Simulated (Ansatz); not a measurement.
CuO (Tenorite):

```
Cu O
1.0
     2.34185   -1.71130    0.00000
     2.34185    1.71130    0.00000
    -0.85003    0.00000    5.05787
Cu O
2 2
Direct
  0.50000 0.00000 0.50000
  0.00000 0.50000 0.00000
  0.41840 0.58160 0.75000
  0.58160 0.41840 0.25000
```

| Quantity | Value |
| --- | --- |
| Program | Ansatz 0.2.0 |
| Task | relaxation of cell and atoms |
| Functional | PBE |
| Dispersion | D3(BJ) |
| Potentials or basis | Ansatz PAW |
| Cutoff | 420 eV (not typed: the program's choice for these potentials) |
| k mesh | 10 × 10 × 5 |
| Occupations | fermi-dirac, width 0.05 eV |
| Spin | no spin polarisation |

At the start: volume 10.13 Å³/atom.

Task: How do energy, volume and symmetry change on relaxing?

Result: It ends after 22 steps and the volume is 10.90 Å³/atom (+7.5 %); space group P4_2/mmc (No. 131, to 0.05 Å).

Step by step:
| step | energy change (eV) | largest force (eV/Å) | volume (Å³) |
| --- | --- | --- | --- |
| 1 | 0.0000 | 0.2638 | 40.54 |
| 2 | -0.0163 | 0.2335 | 41.10 |
| 3 | -0.0451 | 0.0570 | 41.81 |
| 4 | -0.0498 | 0.0130 | 42.68 |
| 5 | -0.0578 | 0.0008 | 42.48 |
| 6 | -0.0577 | 0.0006 | 42.53 |
| 7 | -0.0871 | 0.0011 | 42.53 |
| 8 | -0.0991 | 0.0104 | 42.95 |
| 9 | -0.1010 | 0.0366 | 43.49 |
| 10 | -0.1026 | 0.0013 | 43.33 |
| 11 | -0.1025 | 0.0003 | 43.34 |
| 12 | -0.1139 | 0.0019 | 43.34 |
| 13 | -0.1172 | 0.0017 | 43.50 |
| 14 | -0.1174 | 0.0002 | 43.55 |
| 15 | -0.1174 | 0.0004 | 43.54 |
| 16 | -0.1174 | 0.0000 | 43.55 |
| 17 | -0.1199 | 0.0005 | 43.55 |
| 18 | -0.1204 | 0.0003 | 43.58 |
| 19 | -0.1204 | 0.0000 | 43.59 |
| 20 | -0.1209 | 0.0001 | 43.59 |
| 21 | -0.1210 | 0.0005 | 43.59 |
| 22 | -0.1210 | 0.0005 | 43.59 |

Final structure:
```xyz
4
Lattice="2.0589 -2.0527 0.1604 2.0589 2.0527 0.1604 -0.4009 0.0000 5.1258" Properties=species:S:1:pos:R:3 pbc="T T T"
Cu    0.8290   -1.0264    2.6431
Cu    1.0295    1.0264    0.0802
O     1.7583    0.0002    4.0048
O     1.9587   -0.0002    1.4419
```

Caveat: the plane-wave basis is chosen anew once the cell has moved, so the energies of steps on either side of that aren't comparable; the pressure holds a Pulay correction of +0.7 GPa for the finite cutoff; the run has no spin polarisation, though such a crystal can be magnetic; pairwise dispersion overbinds metals, which lowers pressure and volume.
